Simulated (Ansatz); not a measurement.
The cell is COD entry 1510711, as deposited and not checked against the literature; nothing was relaxed.

An input for HfB$_{2}$: DFT, PBE, PAW with Ansatz's default frozen-core files, scalar-relativistic (Ansatz 0.2.0).

Command: `ansatz run input.yaml --threads 1 --pin off --max-ram 4096MiB --backend cpu --events-out ev --progress --plain --runs-dir out` The run took 25 s on 1 thread of Arm Neoverse V1, on a shared host, peak memory 0.44 GiB.

```yaml
crystal:
  lattice:
    - [3.1400001005, 0.0, 0.0]
    - [-1.5700000503, 2.7193198549, 0.0]
    - [0.0, 0.0, 3.48]
  atoms:
    - { symbol: Hf, position: [0.0, 0.0, 0.0] }
    - { symbol: B, position: [0.3333333333, 0.6666666667, 0.5] }
    - { symbol: B, position: [0.6666666667, 0.3333333333, 0.5] }
kpoints:
  mp_grid: { grid: [15, 15, 12] }
  band_path:
    path:
      - [0.0, 0.0, 0.0]
      - [0.5, 0.0, 0.0]
      - [0.3333333333, 0.3333333333, 0.0]
      - [0.0, 0.0, 0.0]
      - [0.0, 0.0, 0.5]
      - [0.5, 0.0, 0.5]
      - [0.3333333333, 0.3333333333, 0.5]
      - [0.0, 0.0, 0.5]
      - [0.5, 0.0, 0.5]
    npoints: 14
scf:
  occupations: { method: fermi_dirac, width: 0.03 }
hamiltonian:
  xc: pbe
  pseudopotentials: { kind: paw }
output:
  forces: true
  stress: true
  eigenvalues: true
  efg: { contact_densities: true }
  populations: true
  bader: true
  dos: { projected: true, de: 0.2, e_range: [-14, 8] }
  write_density: true
  write_potential: true
  elf: true
  volumetric_format: npy
```

Set-up and iterations as logged by Ansatz (the results part is left out, to be predicted):

```
Engine: ansatz 0.2.0
Pseudopotentials: kind: paw
Pseudopotential: Hf, paw, valence charge 26, recommended cutoff 420 eV (normal)
Pseudopotential: B, paw, valence charge 3, recommended cutoff 420 eV (normal)
Functional definition: PBE
  parameter kappa = 0.804
  parameter beta = 0.06672455060314922
  exchange = pbe_x(kappa = kappa, mu = beta*pi^2/3)
  correlation = pbe_c(beta = beta)
Crystal: 3 atoms, lattice volume = 29.715 Å³
Basis set: ecut = 420 eV, 563 PW (Γ), exchange–correlation on 48×48×48 points (8 copies of the dense FFT grid, shifted against one another)
Bands: 20, of which v1, the nominal top of the filled ones, is band 16 counted from 1 (15 counted from 0)
Symmetry: 24 space group operations
Space group: P6/mmm (ITA 191), of the structure as read, at distance tolerance 3.1e-5 Å
k-points: 189 of 2700
Non-local potential: Hf, projectors of the file, l = 0: 3, l = 1: 2, l = 2: 2, l = 3: 3
Non-local potential: B, projectors of the file, l = 0: 2, l = 1: 2, l = 2: 1
PAW form: soft (Blöchl's): semilocal exchange-correlation on the pseudo side does not see the compensation charge
PAW one-centre angular grid: Hf, 590 points (default); XC on 64 Gauss nodes
PAW one-centre angular grid: B, 110 points (default); XC on 64 Gauss nodes
Initial density: superposition of atomic densities (neutral atoms: chi_scale 0, normalization atom), corrected by the library's trained network
Initial wavefunctions: pseudopotential atomic-orbital guess
Functional: x = pbe(κ = 0.804, μ = 0.2195149727645171), c = pbe(β = 0.06672455060314922)
SCF iter   1: F=—  HF=-16036.215185 eV  |F-HF|=—  |Δ(HF+E_count)|=         —  Δρ=1.75e-3  dr2=1.37e-3  ethr=1.77e-3  ⟨swp⟩=4.3  Hψ=14819  notcnv=0
SCF iter   2: F=—  HF=-16036.214894 eV  |F-HF|=—  |Δ(HF+E_count)|=   2.91e-4  Δρ=1.02e-3  dr2=5.62e-4  ethr=4.27e-6  ⟨swp⟩=2.0  Hψ=6507  notcnv=0
SCF iter   3: F=—  HF=-16036.214802 eV  |F-HF|=—  |Δ(HF+E_count)|=   9.18e-5  Δρ=6.17e-4  dr2=1.88e-4  ethr=1.76e-6  ⟨swp⟩=2.0  Hψ=6151  notcnv=0
SCF iter   4: F=—  HF=-16036.214701 eV  |F-HF|=—  |Δ(HF+E_count)|=   1.01e-4  Δρ=7.21e-5  dr2=1.80e-6  ethr=5.88e-7  ⟨swp⟩=2.0  Hψ=6791  notcnv=0
SCF iter   5: F=—  HF=-16036.214720 eV  |F-HF|=—  |Δ(HF+E_count)|=   1.83e-5  Δρ=1.76e-5  dr2=5.39e-8  ethr=5.63e-9  ⟨swp⟩=2.0  Hψ=6071  notcnv=0
SCF iter   6: F=-16036.214720 eV  HF=-16036.214720 eV  |F-HF|=6.12e-9  |Δ(HF+E_count)|=   1.14e-8  Δρ=4.43e-6  dr2=7.68e-9  ethr=1.68e-10  ⟨swp⟩=5.5  Hψ=23325  notcnv=0
```

What pressure will this run report?

1.35 GPa (positive in compression).

Is there a band gap?

none: bands cross the Fermi level, a metal.
